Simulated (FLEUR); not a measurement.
Here is a FLEUR MaX-R8.1 (later development tree) calculation.

inp.xml

```xml
<?xml version="1.0" encoding="UTF-8" standalone="no"?>
<fleurInput fleurInputVersion="0.39">
   <comment>
      FeO                                                                                                 
   </comment>
   <calculationSetup>
      <cutoffs Kmax="4.62" Gmax="14.3" GmaxXC="14.3" numbands="0"/>
      <scfLoop itmax="100" minDistance="0.0002" maxIterBroyd="50" imix="Anderson" alpha="0.05" precondParam="0.0" spinf="2.0" sdNocoIR="T"/>
      <coreElectrons ctail="T" frcor="F" kcrel="0" coretail_lmax="0"/>
      <xcFunctional name="PBEs" relativisticCorrections="F"/>
      <magnetism jspins="2"/>
      <soc l_soc="F" theta="0.0" phi="0.0" spav="F"/>
      <expertModes spex="0" secvar="F"/>
      <geometryOptimization l_f="F" forcealpha="1.0" forcemix="BFGS" epsdisp="0.00001" epsforce="0.00001"/>
      <ldaU l_linMix="F" mixParam="0.05" spinf="1.0"/>
   </calculationSetup>
   <cell>
      <bzIntegration valenceElectrons="22.0" mode="hist" fermiSmearingEnergy="0.00183747">
         <kPointListSelection listName="default-1"/>
         <!-- k-points included here -->
         <xi:include xmlns:xi="http://www.w3.org/2001/XInclude" href="kpts.xml"> </xi:include>
      </bzIntegration>
      <!-- symmetry operations included here -->
      <xi:include xmlns:xi="http://www.w3.org/2001/XInclude" href="sym.xml"> </xi:include>
      <bulkLattice scale="1.0">
         <bravaisMatrix>
            <row-1>    0.0000000000000000     4.0731156889628402     4.0731156889628402</row-1>
            <row-2>    4.0731156889628402     0.0000000000000000     4.0731156889628402</row-2>
            <row-3>    4.0731156889628402     4.0731156889628402     0.0000000000000000</row-3>
         </bravaisMatrix>
      </bulkLattice>
   </cell>
   <atomSpecies>
      <species name="Iron (Fe) 3.000" element="Fe" atomicNumber="26">
         <mtSphere radius="2.12" gridPoints="707" logIncrement="0.017"/>
         <atomicCutoffs lmax="9" lnonsphr="9"/>
         <electronConfig flipSpins="F">
            <coreConfig>(1s1/2) (2s1/2) (2p1/2) (2p3/2)</coreConfig>
            <valenceConfig>(3s1/2) (3p1/2) (3p3/2) (4s1/2) (3d3/2) (3d5/2)</valenceConfig>
            <stateOccupation state="(3d3/2)" spinUp="1.5" spinDown="0.9"/>
            <stateOccupation state="(3d5/2)" spinUp="3.0" spinDown="0.6"/>
         </electronConfig>
         <energyParameters s="4" p="4" d="3" f="4"/>
         <ldaU l="2" U="4" J="0.0" l_amf="F"/>
         <lo type="SCLO" l="0" n="3" eDeriv="0"/>
         <lo type="SCLO" l="1" n="3" eDeriv="0"/>
         <lo type="SCLO" l="1" n="3" eDeriv="1"/>
         <lo type="SCLO" l="3" n="4" eDeriv="2"/>
      </species>
      <species name="Oxygen (O)" element="O" atomicNumber="8">
         <mtSphere radius="1.62" gridPoints="539" logIncrement="0.02"/>
         <atomicCutoffs lmax="8" lnonsphr="8"/>
         <electronConfig flipSpins="F">
            <coreConfig>(1s1/2)</coreConfig>
            <valenceConfig>(2s1/2) (2p1/2) (2p3/2)</valenceConfig>
            <stateOccupation state="(2p1/2)" spinUp="0.666667" spinDown="0.666667"/>
            <stateOccupation state="(2p3/2)" spinUp="1.333333" spinDown="1.333333"/>
         </electronConfig>
         <energyParameters s="2" p="2" d="3" f="4"/>
         <lo type="SCLO" l="0" n="2" eDeriv="2"/>
         <lo type="SCLO" l="1" n="2" eDeriv="2"/>
         <lo type="SCLO" l="2" n="3" eDeriv="2"/>
      </species>
   </atomSpecies>
   <atomGroups>
      <atomGroup species="Iron (Fe) 3.000">
         <relPos label="                   1">.0000000000 .0000000000 .0000000000</relPos>
         <force calculate="T" relaxXYZ="TTT"/>
      </atomGroup>
      <atomGroup species="Oxygen (O)">
         <relPos label="                   2">1.000/2.000 1.000/2.000 1.000/2.000</relPos>
         <force calculate="T" relaxXYZ="TTT"/>
      </atomGroup>
   </atomGroups>
   <output dos="F" band="F" slice="F">
      <checks vchk="F" cdinf="F"/>
      <bandDOS minEnergy="-.5*Htr" maxEnergy="0.5*Htr" sigma="0.015" storeEVData="T"/>
      <vacuumDOS vacdos="F" integ="F" star="F" nstars="0" locx1="0.0" locy1="0.0" locx2="0.0" locy2="0.0" nstm="0" tworkf="0.0"/>
      <unfoldingBand unfoldBand="F" supercellX="1" supercellY="1" supercellZ="1"/>
      <plotting iplot="0" polar="F">
         <plot TwoD="T" vec1="  1.0  0.0  0.0" vec2="  0.0  1.0  0.0" vec3="  0.0  0.0  1.0" zero="  0.0  0.0  0.0" file="plot"/>
      </plotting>
      <chargeDensitySlicing numkpt="0" minEigenval="0.0" maxEigenval="0.0" nnne="0" pallst="F"/>
      <specialOutput eonly="F"/>
      <moessbauerParams electricFieldGradient="T" isomerShift="T" coreHyperfine="T" valenceHyperfine="T"/>
      <magneticCircularDichroism mcd="F" energyLo="-10.0" energyUp="0.0"/>
   </output>
  <!-- We include the file relax.xml here to enable relaxations (see documentation) -->
  <xi:include xmlns:xi="http://www.w3.org/2001/XInclude" href="relax.xml"> <xi:fallback/> </xi:include>
</fleurInput>
```

The input crystal.txt:

```
FeO
&input cartesian=F /
0.0000000000  2.1554000000  2.1554000000
2.1554000000  0.0000000000  2.1554000000
2.1554000000  2.1554000000  0.0000000000
1.8897261246
1.0 1.0 1.0

2
26 0.0000000000  0.0000000000  0.0000000000 : 3.000
8 0.5000000000  0.5000000000  0.5000000000

&kpt div1=9 div2=9 div3=9 gamma=T /
```

Potentials or basis: all-electron, FLAPW.

Launch:

```console
$ inpgen -f crystal.txt -profile fastHighL
$ # inp.xml edited to the form shown
$ fleur_MPI
```

Estimate the band gap on the k mesh.

none (metal or under the smearing width).

What does it give for the site moments?

Fe +3.72; O +0.23 μB.

Core levels (eV from the Fermi level):
```csv
atom,levels
1 Fe,"1s1/2 -6984.8, 2s1/2 -813.9, 2p1/2 -701.2, 2p3/2 -688.8"
2 O,1s1/2 -505.8
```

Caveat: a cell with one magnetic atom can't hold antiferromagnetic order, which such compounds often take. The state reached can hang on the start; a lower one may exist.

The gap isn't set beside the measured one, since this odd mesh misses points on the zone boundary.
